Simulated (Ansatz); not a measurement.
## Does relaxation matter for the field gradients of MgF2 with hydrogen replacing F?

Start: a supercell of MgF2 (rutile type, P4_2/mnm) built from a structure deposited in the COD, with all atoms left at the host's positions.

```cif
data_structure
_symmetry_space_group_name_H-M 'P 1'
_symmetry_Int_Tables_number 1
_cell_length_a 6.5407
_cell_length_b 6.5407
_cell_length_c 9.1560
_cell_angle_alpha 90.000
_cell_angle_beta 90.000
_cell_angle_gamma 90.000
_cell_volume 391.71
loop_
_atom_site_label
_atom_site_type_symbol
_atom_site_fract_x
_atom_site_fract_y
_atom_site_fract_z
_atom_site_occupancy
Mg1 Mg 0.00000 0.00000 0.00000 1
Mg2 Mg 0.00000 0.00000 0.33333 1
Mg3 Mg 0.00000 0.00000 0.66667 1
Mg4 Mg 0.50000 0.50000 0.00000 1
Mg5 Mg 0.50000 0.50000 0.33333 1
Mg6 Mg 0.50000 0.50000 0.66667 1
Mg7 Mg 0.50000 0.00000 0.16667 1
Mg8 Mg 0.50000 0.00000 0.50000 1
Mg9 Mg 0.50000 0.00000 0.83333 1
Mg10 Mg 0.00000 0.50000 0.16667 1
Mg11 Mg 0.00000 0.50000 0.50000 1
Mg12 Mg 0.00000 0.50000 0.83333 1
H13 H 0.30300 0.00000 0.00000 1
F14 F 0.30300 0.00000 0.33333 1
F15 F 0.30300 0.00000 0.66667 1
F16 F 0.80300 0.50000 0.00000 1
F17 F 0.80300 0.50000 0.33333 1
F18 F 0.80300 0.50000 0.66667 1
F19 F 0.50000 0.30300 0.16667 1
F20 F 0.50000 0.30300 0.50000 1
F21 F 0.50000 0.30300 0.83333 1
F22 F 0.00000 0.80300 0.16667 1
F23 F 0.00000 0.80300 0.50000 1
F24 F 0.00000 0.80300 0.83333 1
F25 F 0.69700 0.00000 0.00000 1
F26 F 0.69700 0.00000 0.33333 1
F27 F 0.69700 0.00000 0.66667 1
F28 F 0.19700 0.50000 0.00000 1
F29 F 0.19700 0.50000 0.33333 1
F30 F 0.19700 0.50000 0.66667 1
F31 F 0.50000 0.69700 0.16667 1
F32 F 0.50000 0.69700 0.50000 1
F33 F 0.50000 0.69700 0.83333 1
F34 F 0.00000 0.19700 0.16667 1
F35 F 0.00000 0.19700 0.50000 1
F36 F 0.00000 0.19700 0.83333 1
```

Atoms are numbered from 1 in the order listed; like atoms form one site, named after its first atom.

All values are calculated (Ansatz; DFT, PBE, plane waves and PAW, scalar-relativistic, 420 eV cutoff, Γ-centred 3×3×2 k-points, Fermi–Dirac smearing 0.01 eV), not measured.

The largest force at the start is 0.28 eV/Å. Relaxing the ions at fixed cell moves them by 0.039 Å at most (atom 1, Mg) and 0.014 Å rms.

```csv
site,atom,moved (Å),first shell before,first shell after,V_zz before (10²¹ V/m²),η before
Mg1,1,0.039,"1 H at 1.98 Å, 5 F at 1.98–2.00 Å","1 H at 1.95 Å, 5 F at 1.99–2.01 Å",-0.69,0.55
Mg4,4,0.002,6 F at 1.98–2.00 Å,6 F at 1.98–2.00 Å,0.72,0.23
Mg7,7,0.028,"5 F at 1.98–2.00 Å, 1 H at 2.00 Å","1 H at 1.96 Å, 5 F at 1.98–2.01 Å",0.86,0.02
Mg8,8,0.001,6 F at 1.98–2.00 Å,6 F at 1.98–2.00 Å,0.73,0.24
H,13,0.012,3 Mg at 1.98–2.00 Å,3 Mg at 1.95–1.96 Å,-0.47,0.69
F14,14,0.005,3 Mg at 1.98–2.00 Å,3 Mg at 1.98–2.00 Å,-4.92,0.33
F19,19,0.012,3 Mg at 1.98–2.00 Å,3 Mg at 1.98–2.00 Å,-4.89,0.35
F22,22,0.021,3 Mg at 1.98–2.00 Å,3 Mg at 1.98–2.00 Å,-4.86,0.33
F25,25,0.014,3 Mg at 1.98–2.00 Å,3 Mg at 2.00–2.01 Å,-5.00,0.41
F28,28,0.001,3 Mg at 1.98–2.00 Å,3 Mg at 1.98–2.00 Å,-4.91,0.34
```

(1) How do the gradients change?

Answers

(1) 

```
site  atom  V_zz after  η after  change of V_zz
 Mg1     1       -0.74     0.28           -0.05
 Mg4     4        0.70     0.22           -0.02
 Mg7     7        0.84     0.09           -0.02
 Mg8     8        0.78     0.13           +0.05
   H    13       -0.52     0.64           -0.05
 F14    14       -4.94     0.30           -0.02
 F19    19       -4.91     0.36           -0.02
 F22    22       -4.87     0.34           -0.01
 F25    25       -5.04     0.52           -0.04
 F28    28       -4.89     0.35           +0.02
```

The largest change of V_zz is on Mg8, from 0.73 to 0.78. The whole tensor moves most on F25, by 0.31 along its most changed direction. In per cent, |V_zz| changes by -2 to +7 on Mg, 0 to +1 on F (all sites that start above 0.5). Where |V_zz| stays above 0.1, η moves most on Mg1, from 0.55 to 0.28. The table leaves out 10 of the 20 sites, with |V_zz| up to 4.95; their tensors move by 0.07 at most along any direction. The statements above cover all sites.

The defect repeats with the cell of 36 atoms, so it feels its images: sites between two images don't show the values beside a lone defect, and zeros or small values of η there can come from the images' arrangement. F and Mg carry a gradient in the pure host already, so the values there aren't the defect's effect alone.
Before: The neighbours have not yet relaxed around the defect (largest force 0.28 eV/Å), so a real crystal will differ.
After: The relaxation keeps the site symmetry mm2 of the start, so the impurity can move only along its axis; a start off the site could end lower.
